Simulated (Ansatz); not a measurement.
CsI:
```
CELL_PARAMETERS angstrom
      4.61082     0.00000     0.00000
      0.00000     4.61082     0.00000
      0.00000     0.00000     4.61082
ATOMIC_POSITIONS crystal
  Cs 0.00000 0.00000 0.00000
  I  0.50000 0.50000 0.50000
```

Relaxed with r²SCAN. Special points in fractions of this cell's reciprocal vectors: Γ (0.000, 0.000, 0.000); X (0.000, 0.500, 0.000); M (0.500, 0.500, 0.000); R (0.500, 0.500, 0.500).

**Question.** List the band energies nearest the valence-band maximum at these points for the program Ansatz at the r²SCAN level (PAW).

**Answer.** In eV from the valence-band maximum; about four levels below and three above (degenerate sets whole), none deeper than 8.9 eV; points with the same levels are listed once.

| k | below | above |
|---|---|---|
| Γ | -7.32 -7.32 -7.32 -0.09 -0.09 -0.09 | 4.51 4.67 4.67 |
| X | -7.26 -7.26 -1.48 -0.22 -0.22 | 5.68 7.03 7.23 |
| M | -7.23 -0.85 -0.85 0.00 | 4.77 5.52 6.68 6.68 |
| R | -7.55 -7.55 -7.55 -1.24 -1.24 -1.24 | 7.66 7.66 7.66 |

Space group Pm-3m (CsCl type). The cell was relaxed with r²SCAN under the symmetry of its start. Spin–orbit coupling is left out wherever it is not named.

Potentials: the later of the program's two PAW sets.
